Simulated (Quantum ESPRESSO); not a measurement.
Nb in Quantum ESPRESSO: the effect of functional

Crystal: Nb.

```xyz
1
Lattice="-1.6640 1.6640 1.6640 1.6640 -1.6640 1.6640 1.6640 1.6640 -1.6640" Properties=species:S:1:pos:R:3 pbc="T T T"
Nb    0.0000    0.0000    0.0000
```

Alike in all runs:

| Property | Result |
| --- | --- |
| Program | Quantum ESPRESSO 7.5 |
| Task | band structure |
| Potentials or basis | SG15 PBE 1.2 |
| Cutoff | 952 eV |
| Density cutoff | 3810 eV |
| k mesh | 8 × 8 × 8 |
| Occupations | fermi-dirac, width 0.05 eV |
| Spin | no spin polarisation |

```tsv
functional	pressure (GPa)
r2SCAN	-4.3
SCAN	?
TPSS	-4.7
```

Question: What does the run with functional SCAN give?

Answer: Pressure -6.5 GPa.

Caveats: the potentials were made for another functional, which shifts forces and pressure.

Runs at the PBE level aren't shown here.
